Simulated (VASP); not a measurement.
C:

```
C
1.0
     2.46539    0.00000    0.00000
    -1.23270    2.13509    0.00000
     0.00000    0.00000    6.68159
C
4
Direct
  0.00000 0.00000 0.25000
  0.00000 0.00000 0.75000
  0.33333 0.66667 0.25000
  0.66667 0.33333 0.75000
```

Program: VASP 6.6.1. Alike in all runs: no spin polarisation; cell as given; k mesh 12 × 12 × 4; cutoff (eV) 520; smearing gaussian 0.03 eV.

Q: Order these runs on this cell by their pressure, lowest first.
A. level r2SCAN; potentials or basis VASP PAW PBE potentials, release 64 (C); further INCAR settings ALGO = Normal; EDIFF = 1e-06
B. level PBE; potentials or basis VASP PAW PBE potentials, release 64 (C); further INCAR settings ALGO = Fast; EDIFF = 1e-06; NBANDS = 56
C. level LDA; potentials or basis VASP PAW LDA potentials, release 64 (C); further INCAR settings ALGO = Fast; EDIFF = 1e-06

A: C (-6.1 GPa), A (-2.1 GPa), B (1.8 GPa).

Caveats: this functional lacks dispersion, which binds the layers, so the pressure and a relaxed spacing across them are unreliable (some runs); the PAW data sets were made with another functional, which shifts forces and pressure a little (some runs).
